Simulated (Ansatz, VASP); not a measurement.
Two plane-wave programs on C

```
CELL_PARAMETERS angstrom
0.00000 1.79793 1.79793
1.79793 0.00000 1.79793
1.79793 1.79793 0.00000
ATOMIC_POSITIONS crystal
C 0.00000 0.00000 0.00000
C 0.25000 0.25000 0.25000
```

Change from the starting cell: hydrostatic strain +1.0%.

Alike in both runs: task single point; functional PBE; k mesh 12 × 12 × 12; occupations fermi-dirac, width 0.02 eV; no spin polarisation.

|  | VASP | Ansatz |
| --- | --- | --- |
| version | VASP 6.6.1 | Ansatz 0.2.0 |
| potentials or method | VASP PAW PBE potentials, release 64 (C) | plane waves, PAW |
| plane-wave cutoff (eV) | 520 | 420 |
| valence electrons in the cell | 8 | 8 |

```tsv
	VASP	Ansatz	Ansatz less VASP
gap on the k mesh at the Fermi level (eV)	4.10	4.11	+0.011
pressure (GPa)	-7.9	-8.5	-0.58
```
